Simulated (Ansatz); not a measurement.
## P, one structure, two calculations

Cell: an entry of the Crystallography Open Database (COD) whose atoms were relaxed with PBE, the cell held.

```cif
data_P
_symmetry_space_group_name_H-M 'P-1'
_symmetry_Int_Tables_number 2
_cell_length_a 5.5030
_cell_length_b 10.8842
_cell_length_c 11.0238
_cell_angle_alpha 94.682
_cell_angle_beta 99.826
_cell_angle_gamma 100.552
loop_
_atom_site_label
_atom_site_type_symbol
_atom_site_symmetry_multiplicity
_atom_site_Wyckoff_symbol
_atom_site_fract_x
_atom_site_fract_y
_atom_site_fract_z
P1 P 2 i 0.0775 0.9909 0.6757
P3 P 2 i 0.5856 0.1790 0.5409
P5 P 2 i 0.1715 0.0510 0.1895
P7 P 2 i 0.7783 0.3781 0.5599
P9 P 2 i 0.6905 0.3031 0.0243
P11 P 2 i 0.2387 0.0141 0.8756
P13 P 2 i 0.5021 0.3179 0.6778
P15 P 2 i 0.3733 0.3229 0.4779
P17 P 2 i 0.0785 0.3667 0.1301
P19 P 2 i 0.0078 0.1457 0.7997
P21 P 2 i 0.8028 0.4900 0.1347
P23 P 2 i 0.7634 0.3178 0.2288
```

One atom of each set is listed.

First run. Method: Kohn–Sham DFT in Ansatz, PBE, plane waves and PAW, scalar-relativistic, 420 eV cutoff, Γ-centred 6×3×3 k-points, Fermi–Dirac smearing 0.02 eV.

```json
{"site": "P1", "V_zz (10²¹ V/m²)": "0.45", "η": "0.01"}
{"site": "P3", "V_zz (10²¹ V/m²)": "0.44", "η": "0.27"}
{"site": "P5", "V_zz (10²¹ V/m²)": "0.44", "η": "0.56"}
{"site": "P7", "V_zz (10²¹ V/m²)": "0.44", "η": "0.64"}
{"site": "P9", "V_zz (10²¹ V/m²)": "0.32", "η": "0.65"}
{"site": "P11", "V_zz (10²¹ V/m²)": "0.39", "η": "0.70"}
{"site": "P13", "V_zz (10²¹ V/m²)": "0.42", "η": "0.58"}
{"site": "P15", "V_zz (10²¹ V/m²)": "0.30", "η": "0.22"}
{"site": "P17", "V_zz (10²¹ V/m²)": "0.33", "η": "0.69"}
{"site": "P19", "V_zz (10²¹ V/m²)": "0.45", "η": "0.68"}
{"site": "P21", "V_zz (10²¹ V/m²)": "0.45", "η": "0.39"}
{"site": "P23", "V_zz (10²¹ V/m²)": "0.45", "η": "0.53"}
```

Second run. The same atoms and settings, except that the functional is PBEsol.

Task: What does the second run give?

Result: 

| site | V_zz | η | change of V_zz |
| --- | --- | --- | --- |
| P1 | 0.45 | 0.02 | 0.00 |
| P3 | 0.44 | 0.27 | 0.00 |
| P5 | 0.44 | 0.54 | 0.00 |
| P7 | 0.45 | 0.60 | +0.01 |
| P9 | 0.32 | 0.62 | 0.00 |
| P11 | 0.40 | 0.65 | +0.01 |
| P13 | 0.42 | 0.60 | 0.00 |
| P15 | 0.31 | 0.20 | +0.01 |
| P17 | 0.33 | 0.70 | 0.00 |
| P19 | 0.47 | 0.70 | +0.02 |
| P21 | 0.47 | 0.37 | +0.02 |
| P23 | 0.46 | 0.52 | +0.01 |

No V_zz moves by more than 0.02.
